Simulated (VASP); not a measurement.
# ZnSe (Stilleite) (F-43m) in VASP: further runs

The runs below take ZnSe (Stilleite) through relaxation of cell and atoms, with LDA, r2SCAN.

Program: VASP 6.6.1. These are calculated values, not measurements. Logs are shortened: lines on timing, memory, paths and dates and some standing lists are left out, and cuts for length are marked.

## Step 1: The structure

Symmetry: F-43m, No. 216, cubic system. Conventional cell: a = 5.668 Å, b = 5.668 Å, c = 5.668 Å, α = 90.00°, β = 90.00°, γ = 90.00°. Around Zn (site symmetry -43m) lie 4 Se at 2.45 Å. Se (site symmetry -43m) is surrounded by 4 Zn at 2.45 Å.

## Step 2: Relaxation of cell and atoms, LDA

INCAR reads:

```
SYSTEM = ZnSe
PREC = Accurate
ENCUT = 600
EDIFF = 1E-6
ISMEAR = 0
SIGMA = 0.03
LREAL = .FALSE.
LASPH = .TRUE.
NELM = 80
ALGO = Normal
ISIF = 3
LWAVE = .FALSE.
LCHARG = .FALSE.
IBRION = 2
NSW = 90
EDIFFG = -0.01
```

KPOINTS reads:

```
regular mesh
0
G
  8 8 8
  0 0 0
```

POSCAR reads:

```
ZnSe
1.0
    0.0000000000      2.8338000000      2.8338000000
    2.8338000000      0.0000000000      2.8338000000
    2.8338000000      2.8338000000      0.0000000000
Zn Se
1 1
Direct
    0.0000000000      0.0000000000      0.0000000000
    0.2500000000      0.2500000000      0.2500000000
```

Potentials or basis: VASP PAW LDA potentials, release 64 (Zn, Se).

On the command line:

```
$ cat potpaw_LDA.64/Zn/POTCAR potpaw_LDA.64/Se/POTCAR > POTCAR
$ mpirun -np 1 vasp_std > vasp.out
```

OUTCAR:

```text
SYSTEM = ZnSe
   PREC = Accurate
   ENCUT = 600
   EDIFF = 1E-6
   ISMEAR = 0
   LREAL = .FALSE.
   LASPH = .TRUE.
   NELM = 80
   ISIF = 3
   IBRION = 2
   NSW = 90
   EDIFFG = -0.01

 ion  position               nearest neighbor table
   1  0.000  0.000  0.000-   2 2.45   2 2.45   2 2.45   2 2.45
   2  0.250  0.250  0.250-   1 2.45   1 2.45   1 2.45   1 2.45

  LATTYP: Found a face centered cubic cell.
 ALAT       =     5.6676000000

  Lattice vectors:

 A1 = (   0.0000000000,   2.8338000000,   2.8338000000)
 A2 = (   2.8338000000,   0.0000000000,   2.8338000000)
 A3 = (   2.8338000000,   2.8338000000,   0.0000000000)

Analysis of symmetry for initial positions (statically):
=====================================================================
 Subroutine PRICEL returns:
 Original cell was already a primitive cell.

 Routine SETGRP: Setting up the symmetry group for a
 face centered cubic supercell.

 Subroutine GETGRP returns: Found 24 space group operations
 (whereof 24 operations were pure point group operations)
 out of a pool of 48 trial point group operations.

The static configuration has the point symmetry T_d .

Analysis of symmetry for dynamics (positions and initial velocities):
=====================================================================
 Subroutine PRICEL returns:
 Original cell was already a primitive cell.

 Routine SETGRP: Setting up the symmetry group for a
 face centered cubic supercell.

 Subroutine GETGRP returns: Found 24 space group operations
 (whereof 24 operations were pure point group operations)
 out of a pool of 48 trial point group operations.

The dynamic configuration has the point symmetry T_d .

 Subroutine INISYM returns: Found 24 space group operations
 (whereof 24 operations are pure point group operations),
 and found     1 'primitive' translations

----------------------------------------------------------------------------------------

                                     Primitive cell

  volume of cell :      45.5132

  direct lattice vectors                    reciprocal lattice vectors
     0.000000000  2.833800000  2.833800000    -0.176441527  0.176441527  0.176441527
     2.833800000  0.000000000  2.833800000     0.176441527 -0.176441527  0.176441527
     2.833800000  2.833800000  0.000000000     0.176441527  0.176441527 -0.176441527

  length of vectors
     4.007598393  4.007598393  4.007598393     0.305605690  0.305605690  0.305605690

  position of ions in fractional coordinates (direct lattice)
     0.000000000  0.000000000  0.000000000
     0.250000000  0.250000000  0.250000000

  ion indices of the primitive-cell ions
   primitive index   ion index
                 1           1
                 2           2

----------------------------------------------------------------------------------------

 KPOINTS: regular mesh

Automatic generation of k-mesh.
 Grid dimensions read from file:
 generate k-points for:    8    8    8

 Generating k-lattice:

  Cartesian coordinates                     Fractional coordinates (reciprocal lattice)
    -0.022055191  0.022055191  0.022055191     0.125000000  0.000000000  0.000000000
     0.022055191 -0.022055191  0.022055191     0.000000000  0.125000000  0.000000000
     0.022055191  0.022055191 -0.022055191     0.000000000  0.000000000  0.125000000

  Length of vectors
     0.038200711  0.038200711  0.038200711

  Shift w.r.t. Gamma in fractional coordinates (k-lattice)
     0.000000000  0.000000000  0.000000000

 Subroutine IBZKPT returns following result:
 ===========================================

 Found     29 irreducible k-points:

 Following reciprocal coordinates:
            Coordinates               Weight
  0.000000  0.000000  0.000000      1.000000
  0.125000  0.000000  0.000000      8.000000
  0.250000  0.000000  0.000000      8.000000
  0.375000  0.000000  0.000000      8.000000
  0.500000  0.000000  0.000000      4.000000
  0.125000  0.125000  0.000000      6.000000
[... 16 lines left out ...]
  0.500000  0.250000  0.125000     48.000000
 -0.375000  0.250000  0.125000     24.000000
 [... further k-points ...]
   k-points           NKPTS =     29   k-points in BZ     NKDIM =     29   number of bands    NBANDS=     13
   number of dos      NEDOS =    301   number of ions     NIONS =      2
   total plane-waves  NPLWV =  32768
   dimension x,y,z NGX =    32 NGY =   32 NGZ =   32
   dimension x,y,z NGXF=    64 NGYF=   64 NGZF=   64
   ions per type =               1   1
   NGX,Y,Z   is equivalent  to a cutoff of  13.27, 13.27, 13.27 a.u.
   NGXF,Y,Z  is equivalent  to a cutoff of  26.55, 26.55, 26.55 a.u.
 SYSTEM =  ZnSe
   PREC   = accura    normal or accurate (medium, high low for compatibility)
   ISTART =      0    job   : 0-new  1-cont  2-samecut
   ICHARG =      2    charge: 1-file 2-atom 10-const
   ISPIN  =      1    spin polarized calculation?
   LNONCOLLINEAR =      F non collinear calculations
   LSORBIT =      F    spin-orbit coupling
   LASPH  =      T    aspherical Exc in radial PAW
   ENCUT  =  600.0 eV  44.10 Ry    6.64 a.u.   8.00  8.00  8.00*2*pi/ulx,y,z
   NELM   =     80;   NELMIN=  2; NELMDL= -5     # of ELM steps
   EDIFF  = 0.1E-05   stopping-criterion for ELM
   LREAL  =      F    real-space projection
   EDIFFG = -.1E-01   stopping-criterion for IOM
   NSW    =     90    number of steps for IOM
   IBRION =      2    ionic relax: 0-MD 1-quasi-New 2-CG
   NFREE  =      1    steps in history (QN), initial steepest desc. (CG)
   ISIF   =      3    stress and relaxation
   ISYM   =      2    0-nonsym 1-usesym 2-fastsym
   POTIM  = 0.5000    time-step for ionic-motion
   TEBEG  =    0.0;   TEEND  =   0.0 temperature during run
   PSTRESS=    0.0 pullay stress
   NELECT =      18.0000    total number of electrons
   NUPDOWN=      -1.0000    fix difference up-down
   EMIN   =  10.00;   EMAX   =-10.00  energy-range for DOS
   EFERMI =   0.00;   METHOD = LEGACY
   ISMEAR =     0;   SIGMA  =   0.03  broadening in eV -4-tet -1-fermi 0-gaus
   EFERMI_NEDOS =   21; number of points for ismear=-14 and -15
   IALGO  =     38    algorithm
   IMIX   =      4    mixing-type and parameters
     AMIX     =   0.40;   BMIX     =  1.00
     AMIX_MAG =   1.60;   BMIX_MAG =  1.00
  volume/ion in A,a.u.               =      22.76       153.57
  Fermi-wavevector in a.u.,A,eV,Ry     =   1.201673  2.270834 19.647073  1.444019
  Thomas-Fermi vector in A             =   2.337476
   LORBIT       =      0    0 simple, 1 ext, 2 COOP (PROOUT), +10 PAW based schemes
   GGA     = CA    functional components
   LHFCALC =     F    Hartree Fock is set to
   AEXX    =    0.0000 exact exchange contribution
   IVDW    =     0    specifies the selected vdW correction
   LEPSILON=     F    determine dielectric tensor
   LRPA    =     F    only Hartree local field effects (RPA)
 conjugate gradient relaxation of ions
 non-spin polarized calculation
 Gauss-broadening in eV      SIGMA  =   0.03
  energy-cutoff  :      600.00
  volume of cell :       45.51
 maximum number of plane-waves:      1540
   NGX = 17   NGY = 17   NGZ = 17

--------------------------------------- Ionic step        1  -------------------------------------------

 number of electron      17.9999993 magnetization

 Free energy of the ion-electron system (eV)
  ---------------------------------------------------
  ext. energy  EPLUGINS =         0.00000000
  ---------------------------------------------------
  free energy    TOTEN  =        -7.35030487 eV

  energy without entropy =       -7.35030487  energy(sigma->0) =       -7.35030487

------------------------ aborting loop because EDIFF is reached ----------------------------------------

  FORCE on cell =-STRESS in cart. coord.  units (eV):
  Direction    XX          YY          ZZ          XY          YZ          ZX
  --------------------------------------------------------------------------------------
  -------------------------------------------------------------------------------------
  Total       -0.8894601     -0.8894601     -0.8894601     -0.0000000     -0.0000000      0.0000000
  in kB      -31.3111836    -31.3111836    -31.3111836     -0.0000000     -0.0000000      0.0000000
  external PRESSURE =     -31.3111836 kB  Pullay stress =       0.0000000 kB

 VOLUME and BASIS-vectors are now :
 -----------------------------------------------------------------------------
  energy-cutoff  :      600.00
  volume of cell :       45.51
      direct lattice vectors                 reciprocal lattice vectors
     0.000000000  2.833800000  2.833800000    -0.176441527  0.176441527  0.176441527
     2.833800000  0.000000000  2.833800000     0.176441527 -0.176441527  0.176441527
     2.833800000  2.833800000  0.000000000     0.176441527  0.176441527 -0.176441527
[... 109 lines left out ...]
 POSITION                                       TOTAL-FORCE (eV/Angst)
 -----------------------------------------------------------------------------------
     -0.00000      2.78628      2.78628         0.000000      0.000000      0.000000
      1.39314      1.39314      1.39314        -0.000000     -0.000000     -0.000000
 -----------------------------------------------------------------------------------
    total drift:                                0.000000      0.000000      0.000001

  FREE ENERGIE OF THE ION-ELECTRON SYSTEM (eV)
  ---------------------------------------------------
  free  energy   TOTEN  =        -7.3722961690 eV

  energy  without entropy=       -7.3722961690  energy(sigma->0) =       -7.37229617

--------------------------------------- Ionic step        5  -------------------------------------------

 number of electron      17.9999991 magnetization

 Free energy of the ion-electron system (eV)
  ---------------------------------------------------
  ext. energy  EPLUGINS =         0.00000000
  ---------------------------------------------------
  free energy    TOTEN  =        -7.37233420 eV

  energy without entropy =       -7.37233420  energy(sigma->0) =       -7.37233420

 E-fermi :   2.1437     XC(G=0):  -9.9161

 val. band max:        1.9463353564   @ k =   0.0000   0.0000   0.0000
 cond. band min:       3.2157317729   @ k =   0.0000   0.0000   0.0000
 fundamental gap:      1.2693964166
 Fermi energy:         2.1437111612

 k-point     1 :       0.0000    0.0000    0.0000
  band No.  band energies     occupation
      1     -11.6665      2.00000
      2      -4.9202      2.00000
      3      -4.9202      2.00000
      4      -4.9202      2.00000
      5      -4.5163      2.00000
      6      -4.5163      2.00000
      7       1.9463      2.00000
      8       1.9463      2.00000
      9       1.9463      2.00000
     10       3.2157      0.00000
     11       7.6315      0.00000
     12       7.6315      0.00000
     13       7.6315      0.00000

 k-point     2 :       0.1250    0.0000    0.0000
  band No.  band energies     occupation
      1     -11.5556      2.00000
      2      -4.9160      2.00000
      3      -4.9028      2.00000
      4      -4.9028      2.00000
      5      -4.5181      2.00000
      6      -4.5181      2.00000
      7       0.5402      2.00000
      8       1.7778      2.00000
      9       1.7778      2.00000
     10       4.2345      0.00000
     11       7.5901      0.00000
[... 339 lines left out ...]
 k-point    24 :      -0.3750    0.2500    0.1250
  band No.  band energies     occupation
      1     -10.6390      2.00000
      2      -4.8118      2.00000
      3      -4.7676      2.00000
      4      -4.5563      2.00000
      5      -4.5093      2.00000
      6      -4.2797      2.00000
      7      -3.2894      2.00000
      8      -0.6776      2.00000
      9       0.3387      2.00000
     10       6.1862      0.00000
     11       7.3109      0.00000
     12       9.3738      0.00000
     13      10.6307      0.00000

 [... further k-points ...]
[... 5 lines left out ...]
  --------------------------------------------------------------------------------------
  -------------------------------------------------------------------------------------
  Total        0.0040785      0.0040785      0.0040785      0.0000000     -0.0000000      0.0000000
  in kB        0.1507208      0.1507208      0.1507208      0.0000000     -0.0000000      0.0000000
  external PRESSURE =       0.1507208 kB  Pullay stress =       0.0000000 kB

 VOLUME and BASIS-vectors are now :
 -----------------------------------------------------------------------------
  energy-cutoff  :      600.00
  volume of cell :       43.35
      direct lattice vectors                 reciprocal lattice vectors
    -0.000000000  2.788274509  2.788274509    -0.179322372  0.179322372  0.179322372
     2.788274509 -0.000000000  2.788274509     0.179322372 -0.179322372  0.179322372
     2.788274509  2.788274509  0.000000000     0.179322372  0.179322372 -0.179322372

 POSITION                                       TOTAL-FORCE (eV/Angst)
 -----------------------------------------------------------------------------------
      0.00000      0.00000      0.00000        -0.000000     -0.000000      0.000000
      1.39414      1.39414      1.39414         0.000000      0.000000     -0.000000
 -----------------------------------------------------------------------------------
    total drift:                                0.000000      0.000000      0.000000

  FREE ENERGIE OF THE ION-ELECTRON SYSTEM (eV)
  ---------------------------------------------------
  free  energy   TOTEN  =        -7.3723341978 eV

  energy  without entropy=       -7.3723341978  energy(sigma->0) =       -7.37233420

 reached required accuracy - stopping structural energy minimisation
```

Run time: 50 s. Hardware: 1 thread of Intel Xeon Platinum 8259CL at 2.50GHz (Skylake/Cascade Lake), shared host; peak memory 0.17 GiB.

Results:

```yaml
Free_energy: -7.3723 eV
Relaxed_volume: 21.68 Å³/atom
Relaxed_cell: a = 3.943 Å, b = 3.943 Å, c = 3.943 Å, α = 60.00°, β = 60.00°, γ = 60.00°
Space_group_after_relaxing_to_0.05_Å: F-43m (No. 216)
Energy_gained_by_relaxing: 11.0 meV/atom
Ionic_steps: 5
Pressure_after_relaxing: 0.0 GPa
Band_gap_on_the_k_mesh: 1.27 eV, direct
```

Step by step:
```
step  energy change (eV)  largest force (eV/Å)  pressure (GPa)  volume (Å³)
   1              0.0000                0.0000           -3.13        45.51
   2             -0.0194                0.0000            1.19        42.65
   3             -0.0220                0.0000           -0.16        43.35
   4             -0.0220                0.0000            0.12        43.26
   5             -0.0220                0.0000            0.02        43.35
```

Final structure:
```yaml
crystal:
  lattice:
    - [0.00000, 2.78827, 2.78827]
    - [2.78827, 0.00000, 2.78827]
    - [2.78827, 2.78827, 0.00000]
  atoms:
    - { symbol: Zn, position: [0.00000, 0.00000, 0.00000] }
    - { symbol: Se, position: [0.25000, 0.25000, 0.25000] }
```

Expect the measured gap to be larger: semilocal functionals such as LDA lack the derivative discontinuity. LDA usually gives volumes a few per cent too small.

## Step 3: Relaxation of cell and atoms, LDA

This run uses another cell than the first one, of 21.68 Å³/atom, 0.953 times its volume.

Changes to INCAR since step 2:

```diff
@@ -3,3 +3,3 @@
 ENCUT = 600
-EDIFF = 1E-6
+EDIFF = 1E-7
 ISMEAR = 0
@@ -15,2 +15,2 @@
 NSW = 90
-EDIFFG = -0.01
+EDIFFG = -0.005
```

KPOINTS is that of step 2.

POSCAR reads:

```
ZnSe                                    
1.0
   -0.0000000000      2.7882745086      2.7882745086
    2.7882745086     -0.0000000000      2.7882745086
    2.7882745086      2.7882745086      0.0000000000
  Zn              Se            
     1     1
Direct
     0.0000000000000000    0.0000000000000000    0.0000000000000000
     0.2500000000000000    0.2500000000000000    0.2500000000000000
```

Potentials or basis: VASP PAW LDA potentials, release 64 (Zn, Se).

On the command line:

```
$ cat potpaw_LDA.64/Zn/POTCAR potpaw_LDA.64/Se/POTCAR > POTCAR
$ mpirun -np 1 vasp_std > vasp.out
```

It took 17 s on 1 thread of Intel Xeon Platinum 8259CL at 2.50GHz (Skylake/Cascade Lake), shared host; peak memory 0.16 GiB.

It converged, with:

- Free energy: -7.3719 eV
- Pressure after relaxing: 0.0 GPa
- Band gap on the k mesh: 1.27 eV, direct

Final structure:
```xyz
2
Lattice="0.0000 2.7883 2.7883 2.7883 0.0000 2.7883 2.7883 2.7883 0.0000" Properties=species:S:1:pos:R:3 pbc="T T T"
Zn    0.0000    0.0000    0.0000
Se    1.3941    1.3941    1.3941
```

Levels at points of the mesh, in eV from the valence-band top:
| k point | band 6 | band 7 | band 8 | band 9 | band 10 | band 11 | band 12 | band 13 |
| --- | --- | --- | --- | --- | --- | --- | --- | --- |
| (0.00, 0.00, 0.00) | -6.46 | 0.00 | 0.00 | 0.00 | 1.27 | 5.69 | 5.69 | 5.69 |
| (0.50, 0.00, 0.00) | -6.28 | -5.61 | -0.95 | -0.95 | 2.46 | 6.27 | 6.27 | 8.48 |
| (0.50, 0.50, 0.00) | -6.26 | -5.04 | -2.38 | -2.38 | 2.70 | 3.32 | 10.89 | 11.43 |

Caveat: the relaxation stopped at its first step, so nothing moved.

## Step 4: Relaxation of cell and atoms, r2SCAN

INCAR reads:

```
PREC = Accurate
ENCUT = 600
EDIFF = 1E-6
ISMEAR = 0
SIGMA = 0.03
LREAL = False
LASPH = True
NELM = 80
ALGO = Normal
ISIF = 3
LWAVE = False
LCHARG = False
METAGGA = R2SCAN
LMIXTAU = True
IBRION = 2
NSW = 90
EDIFFG = -0.01
```

KPOINTS reads:

```
regular mesh
0
Gamma
  8 8 8
```

POSCAR reads:

```
ZnSe
1.0
    0.0000000000      2.8338000000      2.8338000000
    2.8338000000      0.0000000000      2.8338000000
    2.8338000000      2.8338000000      0.0000000000
Zn Se
1 1
Direct
    0.0000000000      0.0000000000      0.0000000000
    0.2500000000      0.2500000000      0.2500000000
```

Potentials or basis: VASP PAW PBE potentials, release 64 (Zn, Se).

On the command line:

```
$ cat potpaw_PBE.64/Zn/POTCAR potpaw_PBE.64/Se/POTCAR > POTCAR
$ mpirun -np 1 vasp_std > vasp.out
```

Wall time 29 s (1 thread of Intel Xeon 6975P-C (Granite Rapids), shared host); peak memory 0.2 GiB.

The run converged. Its results:

| Item | Value |
| --- | --- |
| Free energy | -24.9107 eV |
| Pressure after relaxing | 0.0 GPa |
| Band gap on the k mesh | 1.87 eV, direct |

Final structure:
```
Zn Se
1.0
     0.00000    2.83380    2.83380
     2.83380    0.00000    2.83380
     2.83380    2.83380    0.00000
Zn Se
1 1
Direct
  0.00000 0.00000 0.00000
  0.25000 0.25000 0.25000
```

Levels at points of the mesh, in eV from the valence-band top:
| k point | band 7 | band 8 | band 9 | band 10 | band 11 | band 12 |
| --- | --- | --- | --- | --- | --- | --- |
| (0.00, 0.00, 0.00) | 0.00 | 0.00 | 0.00 | 1.87 | 6.32 | 6.32 |
| (0.50, 0.00, 0.00) | -5.30 | -0.88 | -0.88 | 3.05 | 6.87 | 6.87 |
| (0.50, 0.50, 0.00) | -4.79 | -2.23 | -2.23 | 3.34 | 3.87 | 11.51 |

Caveat: the relaxation stopped at its first step, so nothing moved; the PAW data sets were made with another functional, which shifts forces and pressure a little. r2SCAN opens gaps a little over a GGA but as a rule still falls short of measured ones.
